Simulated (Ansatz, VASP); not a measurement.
# One calculation of HfN, two programs

```
CELL_PARAMETERS angstrom
2.82503 0.00000 0.00000
0.00000 2.82503 0.00000
0.00000 0.00000 2.82503
ATOMIC_POSITIONS crystal
Hf 0.50000 0.50000 0.50000
N 0.00000 0.00000 0.00000
```

Change from the starting cell: species swapped into the YHg type (Pm-3m, No. 221).

Alike in both runs: functional PBE; k mesh 20 × 20 × 20; occupations gaussian, width 0.1 eV; no spin polarisation.

Ansatz relaxed the structure, and its values are those at the end. VASP's run is a single point on that final structure, the one shown.

|  | VASP | Ansatz |
| --- | --- | --- |
| version | VASP 6.6.1 | Ansatz 0.2.0 |
| potentials or method | VASP PAW PBE potentials, release 64 (Hf_pv, N) | scalar-relativistic, plane waves, PAW |
| plane-wave cutoff (eV) | 520 | 420 |
| valence electrons in the cell | 15 | 31 |

|  | VASP | Ansatz | Ansatz less VASP |
| --- | --- | --- | --- |
| gap on the k mesh at the Fermi level (eV) | none | none | - |
| pressure (GPa) | -2.6 | 0.0 | +2.60 |

A gap of «none» marks a metal or a gap that the smearing closes. The two sets of potentials don't hold the same shells in valence.

The runs have no spin-orbit coupling, so splittings on Hf are missing.
